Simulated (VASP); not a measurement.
Crystal: Al.

```
Al
1.0
     0.00000    2.02481    2.02481
     2.02481    0.00000    2.02481
     2.02481    2.02481    0.00000
Al
1
Direct
  0.00000 0.00000 0.00000
```

```yaml
Program: VASP 6.6.1
Task: relaxation of cell and atoms
Functional: RPBE
Dispersion: D3
Potentials_or_basis: VASP PAW PBE potentials, release 64 (Al)
Cutoff: 600 eV
k_mesh: 11 × 11 × 11
Occupations: fermi-dirac, width 0.05 eV
Spin: no spin polarisation
```

At the start: pressure -2.3 GPa; volume 16.60 Å³/atom.

**Question.** Where does the relaxation end?

**Answer.** Over 3 steps the energy falls by 3.5 meV/atom and the volume is 16.13 Å³/atom (-2.9 %); space group Fm-3m (No. 225, to 0.05 Å).

The path:
| step | energy change (eV) | largest force (eV/Å) | pressure (GPa) | volume (Å³) |
| --- | --- | --- | --- | --- |
| 1 | 0.0000 | 0.0000 | -2.30 | 16.60 |
| 2 | -0.0034 | 0.0000 | 0.48 | 16.04 |
| 3 | -0.0035 | 0.0000 | 0.01 | 16.13 |

Final structure:
```
Al
1.0
     0.00000    2.00523    2.00523
     2.00523    0.00000    2.00523
     2.00523    2.00523    0.00000
Al
1
Cartesian
  0.0000 0.0000 0.0000
```

The cell as given is a measured one (16.60 Å³/atom); RPBE+D3 puts the equilibrium volume -2.9 % from it, thermal expansion not counted.

Caveat: the PAW data sets were made with another functional, which shifts forces and pressure a little; pairwise dispersion overbinds metals, which lowers pressure and volume.
